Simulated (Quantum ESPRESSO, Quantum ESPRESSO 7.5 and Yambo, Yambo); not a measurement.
## A GW chain in Yambo: LiH (Fm-3m)

Wanted: ground state, empty states, screening and self-energy for LiH (Fm-3m).

Program: Quantum ESPRESSO 7.5 and Yambo 5.3.0. Level of theory: PBE and many-body steps on it, plane waves. Results are calculated unless marked as measured.

The database entry behind the starting cell differs from later determinations by our own check (the deuteride, about 0.2 % short), so it need not match the best structure at ambient conditions.

## Step 1: Set-up

The structure is cubic, space group Fm-3m (No. 225). The conventional cell has a = 4.074 Å, b = 4.074 Å, c = 4.074 Å, α = 90.00°, β = 90.00°, γ = 90.00°. Li has 6 H at 2.04 Å nearest. Nearest to H lie 6 Li at 2.04 Å. Farther neighbours are not listed.

The cell and positions come from the Crystallography Open Database and are kept as given unless a step says otherwise.

## Step 2: Ground state

This step: Quantum ESPRESSO 7.5; DFT, PBE, plane waves, norm-conserving pseudopotentials.

The ground-state density comes first.

Input file pw.in:

```
&control
  calculation = 'scf'
  prefix = 'x'
  outdir = 'o'
  pseudo_dir = 'pseudo'
/
&system
  ibrav = 0
  nat = 2
  ntyp = 2
  ecutwfc = 66.0
  nbnd = 7
  force_symmorphic = .true.
/
&electrons
  conv_thr = 1e-10
  electron_maxstep = 80
  mixing_beta = 0.5
/
ATOMIC_SPECIES
  Li 6.94 Li.upf
  H 1.008 H.upf
CELL_PARAMETERS angstrom
  0.0000000000 2.0367500000 2.0367500000
  2.0367500000 -0.0000000000 2.0367500000
  2.0367500000 2.0367500000 -0.0000000000
ATOMIC_POSITIONS crystal
  Li 0.0000000000 0.0000000000 0.0000000000
  H 0.5000000000 0.5000000000 0.5000000000
K_POINTS automatic
  8 8 8 0 0 0
```

On the command line:

```console
OMP_NUM_THREADS=1 mpirun -n 4 pw.x -nk 4 -in pw.in > pw.out
```

The program printed:

```text
Program PWSCF v.7.5 starts

     This program is part of the open-source Quantum ESPRESSO suite
     for quantum simulation of materials; please cite
         "P. Giannozzi et al., J. Phys.:Condens. Matter 21 395502 (2009);
         "P. Giannozzi et al., J. Phys.:Condens. Matter 29 465901 (2017);
         "P. Giannozzi et al., J. Chem. Phys. 152 154105 (2020);
     in publications or presentations arising from this work. More details at
     Message from routine setup:
     using ibrav=0 with symmetry is DISCOURAGED, use correct ibrav instead

     G-vector sticks info

     bravais-lattice index     =            0
     lattice parameter (alat)  =       5.4432  a.u.
     unit-cell volume          =     114.0354 (a.u.)^3
     number of atoms/cell      =            2
     number of atomic types    =            2
     number of electrons       =         4.00
     number of Kohn-Sham states=            7
     kinetic-energy cutoff     =      66.0000  Ry
     charge density cutoff     =     264.0000  Ry
     scf convergence threshold =      1.0E-10
     mixing beta               =       0.5000
     number of iterations used =            8  plain     mixing
     Exchange-correlation= PBE
                           (   1   4   3   4   0   0   0)

     celldm(1)=   5.443166  celldm(2)=   0.000000  celldm(3)=   0.000000
     celldm(4)=   0.000000  celldm(5)=   0.000000  celldm(6)=   0.000000

     crystal axes: (cart. coord. in units of alat)
               a(1) = (   0.000000   0.707107   0.707107 )
               a(2) = (   0.707107  -0.000000   0.707107 )
               a(3) = (   0.707107   0.707107  -0.000000 )

     reciprocal axes: (cart. coord. in units 2 pi/alat)
               b(1) = ( -0.707107  0.707107  0.707107 )
               b(2) = (  0.707107 -0.707107  0.707107 )
               b(3) = (  0.707107  0.707107 -0.707107 )
     Pseudo is Norm-conserving, Zval =  3.0
     Generated using ONCVPSP code by D. R. Hamann
     Using radial grid of 1944 points,  4 beta functions with:
     Pseudo is Norm-conserving, Zval =  1.0
     Generated using ONCVPSP code by D. R. Hamann
     Using radial grid of 1166 points,  3 beta functions with:
     Li                3.00     6.94000     Li( 1.00)
     H                 1.00     1.00800     H ( 1.00)

     48 Sym. Ops., with inversion, found

   Cartesian axes

     site n.     atom                  positions (alat units)
         1        Li     tau(   1) = (   0.0000000   0.0000000   0.0000000  )
         2        H      tau(   2) = (   0.7071068   0.7071068   0.7071068  )

     number of k points=    29
                       cart. coord. in units 2pi/alat
        k(    1) = (   0.0000000   0.0000000   0.0000000), wk =   0.0039062
        k(    2) = (   0.0883883   0.0883883  -0.0883883), wk =   0.0312500
        k(    3) = (   0.1767767   0.1767767  -0.1767767), wk =   0.0312500
        k(    4) = (   0.2651650   0.2651650  -0.2651650), wk =   0.0312500
        k(    5) = (  -0.3535534  -0.3535534   0.3535534), wk =   0.0156250
        k(    6) = (   0.1767767   0.0000000   0.0000000), wk =   0.0234375
        k(    7) = (   0.2651650   0.0883883  -0.0883883), wk =   0.0937500
        k(    8) = (   0.3535534   0.1767767  -0.1767767), wk =   0.0937500
        k(    9) = (  -0.2651650  -0.4419417   0.4419417), wk =   0.0937500
        k(   10) = (  -0.1767767  -0.3535534   0.3535534), wk =   0.0937500
     [... 17 further rows ...]
        k(   28) = (  -0.7071068   0.1767767  -0.0000000), wk =   0.0468750
        k(   29) = (  -0.7071068   0.3535534   0.0000000), wk =   0.0234375

     Dense  grid:     8363 G-vectors     FFT dimensions: (  30,  30,  30)

     Initial potential from superposition of free atoms

     starting charge       3.9954, renormalised to       4.0000
     Starting wfcs are    3 randomized atomic wfcs +    4 random wfcs

     per-process dynamical memory:     9.8 Mb

     Self-consistent Calculation

     iteration #  1     ecut=    66.00 Ry     beta= 0.50

     total energy              =     -15.63438007 Ry
     estimated scf accuracy    <       0.05125543 Ry

     iteration #  2     ecut=    66.00 Ry     beta= 0.50

     total energy              =     -15.63485648 Ry
     estimated scf accuracy    <       0.00516580 Ry

     iteration #  3     ecut=    66.00 Ry     beta= 0.50

     total energy              =     -15.63543645 Ry
     estimated scf accuracy    <       0.00003092 Ry

     iteration #  4     ecut=    66.00 Ry     beta= 0.50

     total energy              =     -15.63544290 Ry
     estimated scf accuracy    <       0.00000077 Ry

     iteration #  5     ecut=    66.00 Ry     beta= 0.50

     total energy              =     -15.63544300 Ry
     estimated scf accuracy    <       0.00000002 Ry

     iteration #  6     ecut=    66.00 Ry     beta= 0.50

     total energy              =     -15.63544300 Ry
     estimated scf accuracy    <          2.8E-10 Ry

     iteration #  7     ecut=    66.00 Ry     beta= 0.50

     End of self-consistent calculation

          k = 0.0000 0.0000 0.0000 (  1037 PWs)   bands (ev):

   -43.9079  -4.8608  15.8686  17.7975  17.7975  17.7975  22.4530

          k = 0.0884 0.0884-0.0884 (  1007 PWs)   bands (ev):

   -43.9019  -4.5896  13.8252  16.4524  17.2740  17.2740  21.9729

          k = 0.1768 0.1768-0.1768 (  1022 PWs)   bands (ev):

   -43.8885  -3.8129   9.8558  14.9914  16.6071  16.6071  21.9849

          k = 0.2652 0.2652-0.2652 (  1035 PWs)   bands (ev):

     [... further k-points ...]

     highest occupied, lowest unoccupied level (ev):     0.3929    3.4149

!    total energy              =     -15.63544300 Ry
     estimated scf accuracy    <          5.4E-11 Ry

     The total energy is the sum of the following terms:
     one-electron contribution =      -8.01310483 Ry
     hartree contribution      =       3.28880160 Ry
     xc contribution           =      -4.10568596 Ry
     ewald contribution        =      -6.80545381 Ry

     convergence has been achieved in   7 iterations

     XML data file, charge density, pseudopotentials, collected wavefunctions

=------------------------------------------------------------------------------=
   JOB DONE.
=------------------------------------------------------------------------------=
```

Wall time 1.4 s (4 MPI ranks of Arm Neoverse V1, shared host); peak memory 0.05 GiB.

Numbers from this step:

| Quantity | Value |
| --- | --- |
| total energy | -212.7310 eV |
| gap | 3.022 eV |
| k of the valence top | 0, -0.5, -0.5 |
| k of the conduction bottom | 0, -0.5, -0.5 |
| least direct gap | 3.022 eV |

The gap is direct, at (0.000, -0.500, -0.500).

## Step 3: Bands along the symmetry lines

Levels along a band path, at the cheap level, show where the edges lie and whether the meshes to come will hold them.

Input file pw.in:

```
&control
  calculation = 'bands'
  prefix = 'x'
  outdir = 'o'
  pseudo_dir = 'pseudo'
/
&system
  ibrav = 0
  nat = 2
  ntyp = 2
  ecutwfc = 66.0
  nbnd = 8
  force_symmorphic = .true.
/
&electrons
  conv_thr = 1e-9
  electron_maxstep = 80
  diago_full_acc = .true.
  diago_thr_init = 5e-6
/
ATOMIC_SPECIES
  Li 6.94 Li.upf
  H 1.008 H.upf
CELL_PARAMETERS angstrom
  0.0000000000 2.0367500000 2.0367500000
  2.0367500000 -0.0000000000 2.0367500000
  2.0367500000 2.0367500000 -0.0000000000
ATOMIC_POSITIONS crystal
  Li 0.0000000000 0.0000000000 0.0000000000
  H 0.5000000000 0.5000000000 0.5000000000
K_POINTS crystal
  50
  0.00000000 0.00000000 0.00000000 1
  0.06250000 0.00000000 0.06250000 1
  0.12500000 0.00000000 0.12500000 1
  0.18750000 0.00000000 0.18750000 1
  0.25000000 0.00000000 0.25000000 1
  0.31250000 0.00000000 0.31250000 1
  0.37500000 0.00000000 0.37500000 1
  0.43750000 0.00000000 0.43750000 1
  0.50000000 0.00000000 0.50000000 1
  0.51562500 0.03125000 0.51562500 1
  0.53125000 0.06250000 0.53125000 1
  0.54687500 0.09375000 0.54687500 1
  0.56250000 0.12500000 0.56250000 1
  0.57812500 0.15625000 0.57812500 1
  0.59375000 0.18750000 0.59375000 1
  0.60937500 0.21875000 0.60937500 1
  0.62500000 0.25000000 0.62500000 1
  0.37500000 0.37500000 0.75000000 1
  0.32812500 0.32812500 0.65625000 1
  0.28125000 0.28125000 0.56250000 1
  0.23437500 0.23437500 0.46875000 1
  0.18750000 0.18750000 0.37500000 1
  0.14062500 0.14062500 0.28125000 1
  0.09375000 0.09375000 0.18750000 1
  0.04687500 0.04687500 0.09375000 1
  0.00000000 0.00000000 0.00000000 1
  0.06250000 0.06250000 0.06250000 1
  0.12500000 0.12500000 0.12500000 1
  0.18750000 0.18750000 0.18750000 1
  0.25000000 0.25000000 0.25000000 1
  0.31250000 0.31250000 0.31250000 1
  0.37500000 0.37500000 0.37500000 1
  0.43750000 0.43750000 0.43750000 1
  0.50000000 0.50000000 0.50000000 1
  0.50000000 0.46875000 0.53125000 1
  0.50000000 0.43750000 0.56250000 1
  0.50000000 0.40625000 0.59375000 1
  0.50000000 0.37500000 0.62500000 1
  0.50000000 0.34375000 0.65625000 1
  0.50000000 0.31250000 0.68750000 1
  0.50000000 0.28125000 0.71875000 1
  0.50000000 0.25000000 0.75000000 1
  0.50000000 0.21875000 0.71875000 1
  0.50000000 0.18750000 0.68750000 1
  0.50000000 0.15625000 0.65625000 1
  0.50000000 0.12500000 0.62500000 1
  0.50000000 0.09375000 0.59375000 1
  0.50000000 0.06250000 0.56250000 1
  0.50000000 0.03125000 0.53125000 1
  0.50000000 0.00000000 0.50000000 1
```

The program printed:

```text
[banner, memory and clock lines left out]
Program PWSCF v.7.5 starts

     Atomic positions and unit cell read from directory:
     o/x.save/

     Message from routine setup:
     using ibrav=0 with symmetry is DISCOURAGED, use correct ibrav instead

     G-vector sticks info

     bravais-lattice index     =            0
     lattice parameter (alat)  =       5.4432  a.u.
     unit-cell volume          =     114.0354 (a.u.)^3
     number of atoms/cell      =            2
     number of atomic types    =            2
     number of electrons       =         4.00
     number of Kohn-Sham states=            8
     kinetic-energy cutoff     =      66.0000  Ry
     charge density cutoff     =     264.0000  Ry
     Exchange-correlation= PBE
                           (   1   4   3   4   0   0   0)

     celldm(1)=   5.443166  celldm(2)=   0.000000  celldm(3)=   0.000000
     celldm(4)=   0.000000  celldm(5)=   0.000000  celldm(6)=   0.000000

     crystal axes: (cart. coord. in units of alat)
               a(1) = (   0.000000   0.707107   0.707107 )
               a(2) = (   0.707107  -0.000000   0.707107 )
               a(3) = (   0.707107   0.707107  -0.000000 )

     reciprocal axes: (cart. coord. in units 2 pi/alat)
               b(1) = ( -0.707107  0.707107  0.707107 )
               b(2) = (  0.707107 -0.707107  0.707107 )
               b(3) = (  0.707107  0.707107 -0.707107 )
     Pseudo is Norm-conserving, Zval =  3.0
     Generated using ONCVPSP code by D. R. Hamann
     Using radial grid of 1944 points,  4 beta functions with:
     Pseudo is Norm-conserving, Zval =  1.0
     Generated using ONCVPSP code by D. R. Hamann
     Using radial grid of 1166 points,  3 beta functions with:
     Li                3.00     6.94000     Li( 1.00)
     H                 1.00     1.00800     H ( 1.00)

     48 Sym. Ops., with inversion, found

   Cartesian axes

     site n.     atom                  positions (alat units)
         1        Li     tau(   1) = (   0.0000000   0.0000000   0.0000000  )
         2        H      tau(   2) = (   0.7071068   0.7071068   0.7071068  )

     number of k points=    50
                       cart. coord. in units 2pi/alat
        k(    1) = (   0.0000000   0.0000000   0.0000000), wk =   0.0400000
        k(    2) = (   0.0000000   0.0883883   0.0000000), wk =   0.0400000
        k(    3) = (   0.0000000   0.1767767   0.0000000), wk =   0.0400000
[...]
[... 38 further rows ...]
        k(   49) = (   0.0441942   0.7071068   0.0000000), wk =   0.0400000
        k(   50) = (   0.0000000   0.7071068   0.0000000), wk =   0.0400000

     Dense  grid:     8363 G-vectors     FFT dimensions: (  30,  30,  30)

     The potential is recalculated from file :
     o/x.save/charge-density

     Starting wfcs are    3 randomized atomic wfcs +    5 random wfcs

     Band Structure Calculation

     End of band structure calculation

          k = 0.0000 0.0000 0.0000 (  1037 PWs)   bands (ev):

   -43.9080  -4.8608  15.8686  17.7975  17.7975  17.7975  22.4530  22.4530

          k = 0.0000 0.0884 0.0000 (  1010 PWs)   bands (ev):

   -43.9057  -4.7692  15.3165  17.0481  17.0481  18.2228  20.9417  23.4417

          k = 0.0000 0.1768 0.0000 (  1010 PWs)   bands (ev):

   -43.9002  -4.4931  14.1593  15.6599  15.6599  18.5996  19.1561  24.3970

          k = 0.0000 0.2652-0.0000 (  1010 PWs)   bands (ev):

[...]
k =-0.0000 0.4419 0.0000 (  1030 PWs)   bands (ev):

[...]
k = 0.0000 0.5303-0.0000 (  1030 PWs)   bands (ev):

[...]
k =-0.0000 0.6187 0.0000 (  1030 PWs)   bands (ev):

[...]
k = 0.5303 0.5303-0.0000 (  1021 PWs)   bands (ev):

[...]
k = 0.1326 0.7071-0.0000 (  1030 PWs)   bands (ev):

[...]
k = 0.0884 0.7071-0.0000 (  1030 PWs)   bands (ev):

[...]
k = 0.0442 0.7071 0.0000 (  1030 PWs)   bands (ev):

   -43.8577   0.3848   3.4497  10.6502  11.0110  14.4953  17.0293  33.4802

          k = 0.0000 0.7071 0.0000 (  1034 PWs)   bands (ev):

   -43.8577   0.3929   3.4149  10.9804  10.9804  14.0954  17.0154  34.1275

     XML data file, pseudopotentials, collected wavefunctions
```

Run time: 1.2 s. Hardware: 4 MPI ranks; peak memory 0.05 GiB.

Numbers from this step:

```yaml
gap: 3.022 eV
k_of_the_valence_top: 0.5, 0, 0.5
k_of_the_conduction_bottom: 0.5, 0, 0.5
least_direct_gap: 3.022 eV
```

The gap is 3.022 eV, as in the run before at this level.

Electronic bands along the path, in eV, zero at the top of the highest filled band; v1 is the highest filled band, c1 the lowest empty one:

```tsv
point	v2	v1	c1	c2	c3	c4
Γ	-44.30	-5.25	15.48	17.40	17.40	17.40
halfway	-44.28	-3.75	10.13	12.73	12.73	15.96
X	-44.25	0.00	3.02	10.59	10.59	13.70
halfway	-44.25	-0.08	3.30	8.96	10.86	15.50
U	-44.25	-0.47	4.13	7.41	11.68	15.68
jump to K	-44.25	-0.47	4.13	7.41	11.68	15.68
halfway	-44.27	-3.67	9.75	9.89	15.65	16.99
Γ	-44.30	-5.25	15.48	17.40	17.40	17.40
halfway	-44.28	-4.21	9.46	14.60	16.21	16.21
L	-44.26	-2.49	4.80	13.25	16.07	16.07
halfway	-44.26	-1.61	5.00	8.66	12.93	15.97
W	-44.25	-0.20	5.24	5.24	11.40	17.12
halfway	-44.25	-0.10	3.58	7.93	10.99	16.83
X	-44.25	0.00	3.02	10.59	10.59	13.70
```

The electronic bands as a text plot (rows in eV, shown from -8.0 to 9.0 only):

```
    8.7 |              ++     ++                      +       +
    8.0 |       ++       +    ++             ++              +
    7.2 |                 ++++                         +
    6.5 |                   ++                 +        +   +
    5.8 |         +                                      + +
    5.1 |                  +                    +++++++++++
    4.4 |                 +                                ++
    3.7 |          ++   ++                                   +
    3.0 |            +++                                      +++
    2.3 |
    1.6 |
    0.9 |
    0.2 |            ****                                  ******
   -0.6 |          **    **                             ***
   -1.3 |                  *                          **
   -2.0 |         *         **                      **
   -2.7 |       **            **                ****
   -3.4 |                       *            ***
   -4.1 |    ***                 **         *
   -4.8 | ***                      ***   ***
   -5.5 |*                            ***
   -6.2 |
   -6.9 |
   -7.6 |
         Γ           X  U|K            Γ         L        W     X
```

(Continued in part 2 of 3.)

[Paths, hosts, dates, memory and timing lines, banners, echoed tables and standing remarks are left out of the program output.]

[Logs are printed without paths, hosts, clocks, repeated set-up lines and the standing remarks that a program may print on its own settings, such as how far it seeks lower states.]

[Runs of the session that timed out or met a known fault of the program may be left out.]

[Hosts, paths, dates, database ids (printed as entryN), source tags and the programs' standing remarks are cut or masked in the printed files.]
